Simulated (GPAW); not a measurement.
Crystal: InSe.

```
CELL_PARAMETERS angstrom
4.05000 0.00000 0.00000
-2.02500 3.50740 0.00000
0.00000 0.00000 16.93000
ATOMIC_POSITIONS crystal
In 0.66667 0.33333 0.84300
In 0.33333 0.66667 0.34300
In 0.66667 0.33333 0.65700
In 0.33333 0.66667 0.15700
Se 0.66667 0.33333 0.39800
Se 0.33333 0.66667 0.89800
Se 0.66667 0.33333 0.10200
Se 0.33333 0.66667 0.60200
```

Base run:

| Property | Result |
| --- | --- |
| Program | GPAW 26.7.0 |
| Functional | PBE |
| Potentials or basis | GPAW PAW data sets (gpaw-data 1.2.1) |
| Cutoff | 450 eV |
| Basis | pw |
| k mesh | 6 × 6 × 2 |
| Occupations | fermi-dirac, width 0.05 eV |
| Spin | no spin polarisation |

Its results: pressure 6.4 GPa; largest force 2.864 eV/Å.

Question: The run is repeated on the same cell with these changes: cutoff from 450 eV to 600 eV; k mesh from 6 × 6 × 2 to 5 × 5 × 1. What comes out?

Answer: Pressure 7.5 GPa; largest force 2.840 eV/Å.

Caveats: some runs use coarse meshes; this functional lacks dispersion, which binds the layers, so the pressure and a relaxed spacing across them are unreliable; the cutoff is short for stress and forces, so pressures can be off by a GPa or more (some runs); forces of over 1 eV/Å show positions far from the minimum, so gaps and moduli don't describe the material at rest (some runs).

Not every run made on this cell is shown here.
